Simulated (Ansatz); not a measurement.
# CoO (R-3m) in Ansatz: equation of state

How stiff is CoO in PBE, and what volume does it want? The cell is scaled to several volumes.

Everything below comes from runs of Ansatz 0.2.0. Logs are shortened: lines on timing, memory, paths and dates and some standing lists are left out, and cuts for length are marked.

### 1 The crystal as given

Symmetry: R-3m, No. 166, trigonal system. Conventional cell: a = 3.011 Å, b = 3.011 Å, c = 7.320 Å, α = 90.00°, β = 90.00°, γ = 120.00°. Co (site symmetry -3m) is surrounded by 6 O at 2.12 Å. Around O (site symmetry -3m) lie 6 Co at 2.12 Å.

The cell is a database's computed one.

### 2 Single point, PBE, collinear spin, ferromagnetic start, 9.00 Å³/atom (volume scaled by 0.94)

Input file input.yaml:

```yaml
crystal:
  lattice:
    - [1.4747370529, 0.8514398345, 2.3901185036]
    - [-1.4747370529, 0.8514398345, 2.3901185036]
    - [0.0, -1.702879669, 2.3901185036]
  atoms:
    - { symbol: Co, position: [0.0, 0.0, 0.0], spin: 2.0 }
    - { symbol: O, position: [0.5, 0.5, 0.5] }
hamiltonian:
  xc: pbe
  pseudopotentials: { kind: paw }
magnetization:
  spin_polarized: true
kpoints:
  mp_grid: { grid: [11, 11, 11] }
scf:
  occupations: { method: fermi_dirac, width: 0.05 }
output:
  forces: true
  stress: true
  eigenvalues: true
```

Potentials or basis: Ansatz PAW.

Launch:

```bash
$ ansatz run input.yaml --threads 1 --pin off --max-ram 2560MiB --backend cpu --events-out ev --progress --plain --runs-dir out
```

Standard output:

```text
Warning: RAYON_NUM_THREADS=1 ignored (pool sized by the plan → 1); use --threads N
Engine: ansatz 0.2.0, aarch64-unknown-linux-gnu
Pseudopotentials: kind: paw
Pseudopotential: Co, paw, valence charge 17, recommended cutoff 420 eV (normal), Co.paw.azcp
Pseudopotential: O, paw, valence charge 6, recommended cutoff 420 eV (normal), O.paw.azcp
Functional definition: PBE
  parameter kappa = 0.804
  parameter beta = 0.06672455060314922
  exchange = pbe_x(kappa = kappa, mu = beta*pi^2/3)
  correlation = pbe_c(beta = beta)
Crystal: 2 atoms, lattice volume = 18.007 Å³
Basis set: ecut = 420 eV, 337 PW (Γ), exchange–correlation on 40×40×40 points (8 copies of the dense FFT grid, shifted against one another)
Bands: 17, of which v1, the nominal top of the filled ones, is band 12 counted from 1 (11 counted from 0)
Symmetry: 12 space group operations
Space group: R-3m (ITA 166), of the structure as read, at distance tolerance 2.6e-5 Å
Magnetic group: BNS 166.97 (UNI 1327), of the structure as read, at distance tolerance 2.6e-5 Å
k-points: 146 of 1331
Non-local potential: Co, projectors of the file, l = 0: 3, l = 1: 2, l = 2: 3, l = 3: 1
Non-local potential: O, projectors of the file, l = 0: 2, l = 1: 2, l = 2: 1
PAW form: soft (Blöchl's): semilocal exchange-correlation on the pseudo side does not see the compensation charge
PAW one-centre angular grid: Co, 590 points (default); XC on 64 Gauss nodes
PAW one-centre angular grid: O, 110 points (default); XC on 64 Gauss nodes
Initial density: superposition of atomic densities (chi_scale 0.1, normalization cell, long waves kept (reshape's long-wave potential 0.00 eV rms))
Starting moments: Σ|m| = 2 μB on 1 of 2 sites
Initial wavefunctions: pseudopotential atomic-orbital guess
Functional: x = pbe(κ = 0.804, μ = 0.2195149727645171), c = pbe(β = 0.06672455060314922)
SCF iter   1: F=—  HF=-5690.879492 eV  |F-HF|=—  |Δ(HF+E_count)|=         —  Δρ=1.11e-1 (↑1.11e-1 ↓9.44e-2)  dr2=5.01e0  dr2_m=1.47e-1  M=2.085 μB ∫|m|=2.085 μB  β_m=0.30  ethr=3.10e-3  ⟨swp⟩=5.6  Hψ=21620  notcnv=0
Mixer restart at iter 1: flushing history
preconditioner: auto → none  [metal: Δε(μ)=0.005 eV  Ē_g=13.739 eV  σ=0.050 eV  W_gap=0.03  n_scr=8 (ndim 8)  ℏωp=33.9 eV  f_vac=0.000  D(μ)=4.74/eV (n_scr^D=112)  sad-step TF]
SCF iter   2: F=—  HF=-5691.608057 eV  |F-HF|=—  |Δ(HF+E_count)|=   7.29e-1  Δρ=6.99e-2 (↑6.99e-2 ↓4.91e-2)  dr2=7.05e-1  dr2_m=3.76e-1  M=2.374 μB ∫|m|=2.374 μB  β_m=0.39  ethr=3.10e-3  ⟨swp⟩=3.1  Hψ=11826  notcnv=0  defer=89
SCF iter   3: F=—  HF=-5691.981595 eV  |F-HF|=—  |Δ(HF+E_count)|=   3.74e-1  Δρ=4.20e-2 (↑3.87e-2 ↓4.20e-2)  dr2=8.17e-2  dr2_m=2.26e-1  M=2.531 μB ∫|m|=2.533 μB  β_m=0.65  ethr=3.07e-3  ⟨swp⟩=2.0  Hψ=8597  notcnv=0  defer=93
SCF iter   4: F=—  HF=-5692.078514 eV  |F-HF|=—  |Δ(HF+E_count)|=         —  Δρ=1.88e-2 (↑1.29e-2 ↓1.88e-2)  dr2=3.57e-2  dr2_m=3.18e-2  M=2.726 μB ∫|m|=2.735 μB  β_m=0.69  ethr=3.55e-4  ⟨swp⟩=3.1  Hψ=10130  notcnv=0  defer=102
Mixer restart at iter 4: flushing history
SCF iter   5: F=—  HF=-5692.085388 eV  |F-HF|=—  |Δ(HF+E_count)|=   6.87e-3  Δρ=1.57e-2 (↑7.07e-3 ↓1.57e-2)  dr2=4.81e-2  dr2_m=8.05e-3  M=2.601 μB ∫|m|=2.611 μB  β_m=0.54  ethr=1.55e-4  ⟨swp⟩=2.9  Hψ=10790  notcnv=0  defer=130
SCF iter   6: F=—  HF=-5692.078031 eV  |F-HF|=—  |Δ(HF+E_count)|=   7.36e-3  Δρ=9.68e-3 (↑4.36e-3 ↓9.68e-3)  dr2=6.25e-3  dr2_m=7.03e-3  M=2.713 μB ∫|m|=2.724 μB  β_m=0.57  ethr=1.55e-4  ⟨swp⟩=2.8  Hψ=9299  notcnv=0  defer=141
SCF iter   7: F=—  HF=-5692.077599 eV  |F-HF|=—  |Δ(HF+E_count)|=   4.33e-4  Δρ=4.94e-3 (↑4.47e-3 ↓4.94e-3)  dr2=1.69e-3  dr2_m=3.14e-3  M=2.719 μB ∫|m|=2.731 μB  β_m=0.60  ethr=2.72e-5  ⟨swp⟩=2.3  Hψ=8192  notcnv=0  defer=141
SCF iter   8: F=—  HF=-5692.077380 eV  |F-HF|=—  |Δ(HF+E_count)|=   2.19e-4  Δρ=7.77e-4 (↑7.57e-4 ↓7.77e-4)  dr2=4.47e-5  dr2_m=8.13e-5  M=2.725 μB ∫|m|=2.737 μB  β_m=0.75  ethr=7.35e-6  ⟨swp⟩=2.2  Hψ=7407  notcnv=0  defer=143
SCF iter   9: F=—  HF=-5692.077460 eV  |F-HF|=—  |Δ(HF+E_count)|=   8.04e-5  Δρ=1.57e-4 (↑1.57e-4 ↓1.36e-4)  dr2=2.20e-7  dr2_m=3.40e-6  M=2.721 μB ∫|m|=2.734 μB  β_m=0.80  ethr=1.94e-7  ⟨swp⟩=2.4  Hψ=7856  notcnv=0  defer=143
SCF iter  10: F=—  HF=-5692.077461 eV  |F-HF|=—  |Δ(HF+E_count)|=   1.39e-7  Δρ=5.32e-5 (↑3.85e-5 ↓5.32e-5)  dr2=7.51e-8  dr2_m=3.07e-7  M=2.722 μB ∫|m|=2.735 μB  β_m=0.72  ethr=9.59e-10  ⟨swp⟩=2.0  Hψ=7840  notcnv=0  defer=143
SCF iter  11: F=—  HF=-5692.077461 eV  |F-HF|=—  |Δ(HF+E_count)|=   1.87e-8  Δρ=2.10e-5 (↑2.31e-6 ↓2.10e-5)  dr2=1.25e-8  dr2_m=1.96e-8  M=2.722 μB ∫|m|=2.735 μB  β_m=0.86  ethr=3.27e-10  ⟨swp⟩=2.0  Hψ=6182  notcnv=0  defer=143
SCF iter  12: F=—  HF=-5692.077461 eV  |F-HF|=—  |Δ(HF+E_count)|=   7.21e-8  Δρ=3.81e-5 (↑2.65e-5 ↓3.81e-5)  dr2=1.07e-7  dr2_m=1.51e-7  M=2.722 μB ∫|m|=2.735 μB  β_m=0.91  ethr=5.44e-11  ⟨swp⟩=2.0  Hψ=8431  notcnv=0  defer=143  recentre
SCF iter  13: F=-5692.077461 eV  HF=-5692.077461 eV  |F-HF|=5.84e-9  |Δ(HF+E_count)|=   1.10e-8  Δρ=7.79e-6 (↑3.84e-6 ↓7.79e-6)  dr2=6.96e-9  dr2_m=4.43e-9  M=2.722 μB ∫|m|=2.735 μB  ethr=5.44e-11  ⟨swp⟩=3.7  Hψ=17433  notcnv=0
SCF 1 converged in 13 iterations: F = -5692.077461 eV  dr2 = 6.96e-9
SCF converged after 13 iterations
Magnetization: 2.7221 μB (12.8610 up, 10.1390 down)
Absolute magnetization: 2.7347 μB (∫|ρ↑−ρ↓|, with the PAW one-centre terms)
Spin contamination: 0.0110 ħ² per cell (⟨S²⟩ above its minimum at these occupations)
Per-site moments (μB) at R_I (Å): [(2.328330201795236, 0.8581552468222237), (0.27116676920354615, 0.8581552468222237)]
Free energy (F): -5692.077461 eV
Harris-Foulkes:  -5692.077461 eV  (|F-HF|=5.84e-9)
Internal energy: -5692.042767 eV  (E = F + TS)
E sigma→0 (E₀):  -5692.060114 eV
Entropy (-TS):   -0.034694 eV (-17.347 meV/atom)
Fermi energy:    15.344444 eV
--- Per-component energies (eV) ---
  E_band       = -275.643477
  E_kinetic    = 620.641343
  E_local      = -3328.391471  (includes V_loc(G=0)·N_el)
  E_nonlocal   = 514.756098
  E_hartree    = 1371.159504
  E_xc         = -229.519725
  E_vxc        = -295.062453  (∫ρ·V_xc dr)
  E_paw        = -1677.516886  (= ΣΔE_a)
  E_vpaw       = -529.911629  (= ΣTr[D̂ρ^β])
  E_aug_tail   = 0.002562  (compensation charges beyond the density's cutoff)
  E_ewald      = -2963.174192
  E_smearing   = -0.034694  (= −TS)
  E_closure    = -0.000000  (closes the sum)
  Σ components = -5692.077461   (vs F -5692.077461, Δ=0.00e0)
--- Forces (eV/Å), atoms counted from 1 ---
  atom   1  Co    -0.00000000     0.00000000    -0.00000000
  atom   2  O      0.00000000     0.00000000    -0.00000000
  max |Σ_I F_I| component: 5.26e-30 eV/Å
--- Stress (GPa, compression-positive) ---
       11.675988       0.000000      -0.000000
        0.000000      11.675988      -0.000000
        0.000000      -0.000000      10.960633
  P = ⅓ Tr σ = 11.4375 GPa (114.375 kbar)
--- Band table (eV; the first three rows and the last of 292) ---
  k-point 0 ↑: bands = ["-81.4245", "-44.6970", "-44.6970", "-44.6842", "-5.5977", "11.8224", "11.8224", "11.8729", "12.0916", "12.0916", "12.2201", "12.2201", "12.2669", "16.6465", "32.2775", "33.8509", "33.8509"]
  k-point 1 ↑: bands = ["-81.4241", "-44.7008", "-44.6975", "-44.6851", "-5.5006", "10.9746", "11.0325", "11.0711", "12.2746", "12.3008", "12.5484", "12.9313", "12.9526", "17.2169", "30.7621", "33.5888", "33.7665"]
  k-point 2 ↑: bands = ["-81.4230", "-44.7114", "-44.6989", "-44.6870", "-5.2291", "9.6177", "10.2248", "10.2669", "12.4486", "12.4780", "12.8128", "13.8512", "13.8625", "18.4206", "28.6213", "32.5307", "32.6704"]
  k-point 145 ↓: bands = ["-78.5309", "-41.9244", "-41.8801", "-41.8775", "-3.6644", "7.1688", "9.9721", "10.0940", "15.1481", "15.1804", "15.4803", "17.8277", "18.1579", "21.3132", "26.0044", "28.8762", "29.7931"]
```

Wall time 11 s (1 thread of Arm Neoverse V1, shared host); peak memory 0.35 GiB.

What came out:

```yaml
Free_energy: -5692.0775 eV
Pressure: 11.4 GPa
Band_gap_on_the_k_mesh: none (metal or under the smearing width)
Net_moment: 2.72 μB per cell
Absolute_moment: 2.73 μB per cell
Site_moments: Co +2.33; O +0.27 μB
```

Caveat: the pressure holds a Pulay correction of +0.8 GPa for the finite cutoff; a cell with one magnetic atom can't hold antiferromagnetic order, which such compounds often take; semilocal functionals often make such compounds metallic where correlation or magnetic order opens a gap, which also shifts bond lengths.

### 3 Single point, PBE, collinear spin, ferromagnetic start, 9.20 Å³/atom (volume scaled by 0.96)

Changes to input.yaml since step 2:

```diff
@@ -2,5 +2,5 @@
   lattice:
-    - [1.4747370529, 0.8514398345, 2.3901185036]
-    - [-1.4747370529, 0.8514398345, 2.3901185036]
-    - [0.0, -1.702879669, 2.3901185036]
+    - [1.4851228673, 0.8574360872, 2.4069508786]
+    - [-1.4851228673, 0.8574360872, 2.4069508786]
+    - [0.0, -1.7148721745, 2.4069508786]
   atoms:
```

Potentials or basis: Ansatz PAW.

Launch:

```bash
$ ansatz run input.yaml --threads 1 --pin off --max-ram 2560MiB --backend cpu --events-out ev --progress --plain --runs-dir out
```

Run time: 13 s. Hardware: 1 thread of Arm Neoverse V1, shared host; peak memory 0.35 GiB.

Results (log left out):

- Free energy: -5692.1000 eV
- Pressure: 7.4 GPa
- Band gap on the k mesh: none (metal or under the smearing width)
- Net moment: 2.80 μB per cell
- Absolute moment: 2.82 μB per cell
- Site moments: Co +2.39; O +0.29 μB

Caveat: the pressure holds a Pulay correction of +0.8 GPa for the finite cutoff; a cell with one magnetic atom can't hold antiferromagnetic order, which such compounds often take; semilocal functionals often make such compounds metallic where correlation or magnetic order opens a gap, which also shifts bond lengths.

### 4 Single point, PBE, collinear spin, ferromagnetic start, 9.39 Å³/atom (volume scaled by 0.98)

Changes to input.yaml since step 3:

```diff
@@ -2,5 +2,5 @@
   lattice:
-    - [1.4851228673, 0.8574360872, 2.4069508786]
-    - [-1.4851228673, 0.8574360872, 2.4069508786]
-    - [0.0, -1.7148721745, 2.4069508786]
+    - [1.4953654176, 0.8633496264, 2.4235510644]
+    - [-1.4953654176, 0.8633496264, 2.4235510644]
+    - [0.0, -1.7266992528, 2.4235510644]
   atoms:
@@ -21 +21,5 @@
   eigenvalues: true
+  write_density: true
+  write_potential: true
+  elf: true
+  volumetric_format: npy
```

Launch:

```bash
$ ansatz run input.yaml --threads 1 --pin off --max-ram 2560MiB --backend cpu --events-out ev --progress --plain --runs-dir out
```

It took 14 s on 1 thread of Arm Neoverse V1, shared host; peak memory 0.36 GiB.

The run converged. Its results:

- Free energy: -5692.1129 eV
- Pressure: 3.5 GPa
- Band gap on the k mesh: none (metal or under the smearing width)
- Net moment: 2.86 μB per cell
- Absolute moment: 2.87 μB per cell
- Site moments: Co +2.44; O +0.30 μB

Caveat: the pressure holds a Pulay correction of +0.8 GPa for the finite cutoff; a cell with one magnetic atom can't hold antiferromagnetic order, which such compounds often take; semilocal functionals often make such compounds metallic where correlation or magnetic order opens a gap, which also shifts bond lengths.

### 5 Single point, PBE, collinear spin, ferromagnetic start, 9.58 Å³/atom

Input file input.yaml:

```yaml
crystal:
  lattice:
    - [1.5054695445, 0.8691832468, 2.4399269062]
    - [-1.5054695445, 0.8691832468, 2.4399269062]
    - [0.0, -1.7383664936, 2.4399269062]
  atoms:
    - { symbol: Co, position: [0.0, 0.0, 0.0], spin: 2.0 }
    - { symbol: O, position: [0.5, 0.5, 0.5] }
hamiltonian:
  xc: pbe
  pseudopotentials: { kind: paw }
magnetization:
  spin_polarized: true
kpoints:
  mp_grid: { grid: [11, 11, 11] }
scf:
  occupations: { method: fermi_dirac, width: 0.05 }
output:
  forces: true
  stress: true
  eigenvalues: true
```

Launch:

```bash
$ ansatz run input.yaml --threads 1 --pin off --max-ram 2560MiB --backend cpu --events-out ev --progress --plain --runs-dir out
```

It took 12 s on 1 thread of Arm Neoverse V1, shared host; peak memory 0.36 GiB.

Results (log left out):

```yaml
Free_energy: -5692.1170 eV
Pressure: 0.0 GPa
Band_gap_on_the_k_mesh: none (metal or under the smearing width)
Net_moment: 2.90 μB per cell
Absolute_moment: 2.92 μB per cell
Site_moments: Co +2.47; O +0.31 μB
```

Caveat: the pressure holds a Pulay correction of +0.7 GPa for the finite cutoff; a cell with one magnetic atom can't hold antiferromagnetic order, which such compounds often take; semilocal functionals often make such compounds metallic where correlation or magnetic order opens a gap, which also shifts bond lengths.

### 6 Single point, PBE, collinear spin, ferromagnetic start, 9.77 Å³/atom (volume scaled by 1.02)

Changes to input.yaml since step 5:

```diff
@@ -2,5 +2,5 @@
   lattice:
-    - [1.5054695445, 0.8691832468, 2.4399269062]
-    - [-1.5054695445, 0.8691832468, 2.4399269062]
-    - [0.0, -1.7383664936, 2.4399269062]
+    - [1.515439832, 0.874939595, 2.4560858334]
+    - [-1.515439832, 0.874939595, 2.4560858334]
+    - [0.0, -1.74987919, 2.4560858334]
   atoms:
```

Potentials or basis: Ansatz PAW.

Launch:

```bash
$ ansatz run input.yaml --threads 1 --pin off --max-ram 2560MiB --backend cpu --events-out ev --progress --plain --runs-dir out
```

It took 12 s on 1 thread of Arm Neoverse V1, shared host; peak memory 0.36 GiB.

It converged, with:

| Item | Value |
| --- | --- |
| Free energy | -5692.1130 eV |
| Pressure | -3.3 GPa |
| Band gap on the k mesh | none (metal or under the smearing width) |
| Net moment | 2.95 μB per cell |
| Absolute moment | 2.96 μB per cell |
| Site moments | Co +2.51; O +0.32 μB |

Caveat: the pressure holds a Pulay correction of +0.7 GPa for the finite cutoff; a cell with one magnetic atom can't hold antiferromagnetic order, which such compounds often take; semilocal functionals often make such compounds metallic where correlation or magnetic order opens a gap, which also shifts bond lengths.

### 7 Single point, PBE, collinear spin, ferromagnetic start, 9.96 Å³/atom (volume scaled by 1.04)

Changes to input.yaml since step 6:

```diff
@@ -2,5 +2,5 @@
   lattice:
-    - [1.515439832, 0.874939595, 2.4560858334]
-    - [-1.515439832, 0.874939595, 2.4560858334]
-    - [0.0, -1.74987919, 2.4560858334]
+    - [1.5252806262, 0.8806211801, 2.4720348897]
+    - [-1.5252806262, 0.8806211801, 2.4720348897]
+    - [0.0, -1.7612423603, 2.4720348897]
   atoms:
@@ -21 +21,5 @@
   eigenvalues: true
+  write_density: true
+  write_potential: true
+  elf: true
+  volumetric_format: npy
```

Launch:

```bash
$ ansatz run input.yaml --threads 1 --pin off --max-ram 2560MiB --backend cpu --events-out ev --progress --plain --runs-dir out
```

Run time: 14 s. Hardware: 1 thread of Arm Neoverse V1, shared host; peak memory 0.37 GiB.

Results (log left out):

| Property | Result |
| --- | --- |
| Free energy | -5692.1014 eV |
| Pressure | -6.3 GPa |
| Band gap on the k mesh | none (metal or under the smearing width) |
| Net moment | 2.97 μB per cell |
| Absolute moment | 2.99 μB per cell |
| Site moments | Co +2.53; O +0.33 μB |

Caveat: the pressure holds a Pulay correction of +0.7 GPa for the finite cutoff; a cell with one magnetic atom can't hold antiferromagnetic order, which such compounds often take; semilocal functionals often make such compounds metallic where correlation or magnetic order opens a gap, which also shifts bond lengths.

### 8 Single point, PBE, collinear spin, ferromagnetic start, 10.15 Å³/atom (volume scaled by 1.06)

Changes to input.yaml since step 7:

```diff
@@ -2,5 +2,5 @@
   lattice:
-    - [1.5252806262, 0.8806211801, 2.4720348897]
-    - [-1.5252806262, 0.8806211801, 2.4720348897]
-    - [0.0, -1.7612423603, 2.4720348897]
+    - [1.5349960513, 0.8862303835, 2.4877807593]
+    - [-1.5349960513, 0.8862303835, 2.4877807593]
+    - [0.0, -1.7724607669, 2.4877807593]
   atoms:
```

Launch:

```bash
$ ansatz run input.yaml --threads 1 --pin off --max-ram 2560MiB --backend cpu --events-out ev --progress --plain --runs-dir out
```

It took 14 s on 1 thread of Arm Neoverse V1, shared host; peak memory 0.37 GiB.

The run converged. Its results:

* Free energy: -5692.0830 eV
* Pressure: -9.1 GPa
* Band gap on the k mesh: none (metal or under the smearing width)
* Net moment: 2.99 μB per cell
* Absolute moment: 3.00 μB per cell
* Site moments: Co +2.54; O +0.33 μB

Caveat: the pressure holds a Pulay correction of +0.7 GPa for the finite cutoff; a cell with one magnetic atom can't hold antiferromagnetic order, which such compounds often take; semilocal functionals often make such compounds metallic where correlation or magnetic order opens a gap, which also shifts bond lengths.

### 9 Equation of state, PBE, collinear spin, ferromagnetic start

Potentials or basis: Ansatz PAW.

This step only gathers the single runs of the series.

What came out:

```
Equilibrium volume                        : 9.58 Å³/atom
Bulk modulus at fixed shape and positions : 170 GPa
Pressure derivative of the bulk modulus   : 3.1
```

Energy against volume, from the lowest point:
```
volume (Å³/atom)  energy (meV/atom)
           9.003              19.77
           9.195               8.49
           9.387               2.04
           9.578               0.00
           9.770               1.99
           9.961               7.78
          10.153              16.98
```

Caveat: the cell was scaled at fixed shape and fractional positions, which overstates the stiffness of a crystal with free parameters, most of all of layers and chains.
